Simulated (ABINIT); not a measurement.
A run of ABINIT 10.8.3 (patched build) is set up as follows.

The input run.abi:

```
# Datasets: ground state, then fixed potential
ndtset 2

# Pseudopotentials
pp_dirpath "./"
pseudos "Ba.GGA_PBE-JTH.xml"

# Structure
acell 3*1.0 Angstrom
rprim
    -2.5065000000     2.5065000000     2.5065000000
     2.5065000000    -2.5065000000     2.5065000000
     2.5065000000     2.5065000000    -2.5065000000
ntypat 1
znucl 56
natom 1
typat 1
xred
     0.0000000000     0.0000000000     0.0000000000

# Plane-wave basis
ecut 18.0
pawecutdg 36.0

# Exchange and correlation
ixc -497498
usekden 1
pawxcdev 0

# Bands and occupations
occopt 3
tsmear 0.00183747

# SCF cycle
nstep 100

# Output
iomode 3
prtwf 0
prteig 0
prtebands 0
prtden1 1
prtkden1 1

# Dataset 1
kptopt1 1
ngkpt1 8 8 8
nshiftk1 1
shiftk1 0.0 0.0 0.0
nband1 9
tolvrs1 1.0e-7

# Dataset 2: bands along G-H-N-G-P-H
iscf2 -2
getden2 1
getkden2 1
nband2 15
nbdbuf2 4
tolwfr2 1.0e-11
kptopt2 -5
ndivsm2 6
prteig2 1
kptbounds2
     0.0000000000     0.0000000000     0.0000000000
     0.5000000000    -0.5000000000     0.5000000000
     0.0000000000     0.0000000000     0.5000000000
     0.0000000000     0.0000000000     0.0000000000
     0.2500000000     0.2500000000     0.2500000000
     0.5000000000    -0.5000000000     0.5000000000
```

Potentials or basis: JTH PAW PBE v2.0.

Run with:

```sh
$ mpirun --bind-to none -np 4 abinit run.abi > log 2>&1
```

**Question.** Predict the band gap on the k mesh.

**Answer.** None (metal or under the smearing width).

**Question.** Predict the pressure.

**Answer.** 0.4 GPa.

Levels at the corners of the path, in eV from the Fermi level:
```tsv
point	band 3	band 4	band 5	band 6	band 7	band 8
Γ	-14.43	-14.43	-2.84	2.14	2.14	2.14
H	-14.76	-14.76	-0.60	-0.60	4.71	4.71
N	-14.58	-14.44	-0.85	0.90	1.24	3.55
Γ	-14.43	-14.43	-2.84	2.14	2.14	2.14
P	-14.67	-14.67	0.59	0.59	0.59	4.22
H	-14.76	-14.76	-0.60	-0.60	4.71	4.71
```

Caveat: this set's barium file shifts pressures by 1.5 GPa and gaps by 0.1 eV against other sets; the PAW data sets were made with another functional, which shifts forces and pressure a little; spin-orbit coupling is left out, which moves the levels of the heavy elements.
